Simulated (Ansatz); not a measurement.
**InSe (R3m): compression over a wide range**

How does InSe (R3m) respond to strong compression and slight expansion?

The COD entry's cell or inner coordinates are ideal or old and differ from later refinements, so a difference from it is no clean test against experiment.

Computed with Ansatz 0.2.0 (DFT PBE, scalar-relativistic, plane waves, PAW, unless a step's input says otherwise).

The runs add the D3(BJ) dispersion term to the functional named.

### 1 The structure to begin with

It takes space group R3m (No. 160, trigonal). Conventional cell: a = 4.038 Å, b = 4.038 Å, c = 24.909 Å, α = 90.00°, β = 90.00°, γ = 120.00°. In (site symmetry 3m) is surrounded by 3 Se at 2.66 Å and 1 In at 2.79 Å. Se (site symmetry 3m) is surrounded by 3 In at 2.66 Å.

Coordinates:

```cif
data_structure
_symmetry_space_group_name_H-M 'R3m:H'
_symmetry_Int_Tables_number 160
_cell_length_a 4.0385
_cell_length_b 4.0385
_cell_length_c 24.9090
_cell_angle_alpha 90.000
_cell_angle_beta 90.000
_cell_angle_gamma 120.000
_cell_volume 351.82
loop_
_atom_site_label
_atom_site_type_symbol
_atom_site_symmetry_multiplicity
_atom_site_Wyckoff_symbol
_atom_site_fract_x
_atom_site_fract_y
_atom_site_fract_z
_atom_site_occupancy
In1 In 3 a 0.00000 0.00000 0.00036 1
In2 In 3 a 0.66667 0.33333 0.22159 1
Se1 Se 3 a 0.33333 0.66667 0.05186 1
Se2 Se 3 a 0.00000 0.00000 0.17018 1
```

An earlier run at PBE left this cell at 29.319 Å³/atom and -0.01 GPa (12×12×12 mesh).

### 2 Volume × 0.96

input.yaml

```yaml
crystal:
  lattice:
    - [1.9919559819, 1.1500563224, 8.1907736216]
    - [-1.9919559819, 1.1500563224, 8.1907736216]
    - [0.0, -2.3001126447, 8.1907736216]
  atoms:
    - { symbol: In, position: [-0.0003646154, -0.0003646154, -0.0003646154] }
    - { symbol: In, position: [0.1117389631, 0.1117389631, 0.1117389631] }
    - { symbol: Se, position: [0.6148025038, 0.6148025038, 0.6148025038] }
    - { symbol: Se, position: [0.8298231484, 0.8298231484, 0.8298231484] }
basis:
  ecutwfc: 420
  ecutrho_ratio: 4
kpoints:
  mp_grid: { grid: [12, 12, 12] }
hamiltonian:
  xc: pbe
  dispersion: d3bj
scf:
  occupations: { method: gaussian, width: 0.05 }
output:
  forces: true
  stress: true
  eigenvalues: true
relax:
  f_tol: 0.01
  max_steps: 40
  cell: { stress_tol: 0.1, fix: [volume] }
```

Launch:

```sh
$ ansatz run input.yaml --threads 2 --pin off --max-ram 5120MiB --backend cpu --events-out ev --progress --plain --runs-dir out
```

Further steps of the session: Volume × 1.04; Volume × 0.92; Volume × 0.88; Volume × 0.84; Volume × 0.8.

Before running it: what results should come out? Wanted: range of pressure; V0; B0; B0′.

As calculated:

```
         quantity             value
range of pressure  -0.8 to 12.0 GPa
         V0 (fit)     29.30 Å³/atom
         B0 (fit)            28 GPa
        B0′ (fit)              6.13
```

In words: A third-order Birch-Murnaghan fit follows the points with an rms miss of 0.18 meV/atom. Shape and atoms relax at each volume. Other structures may be lower in enthalpy at these pressures.
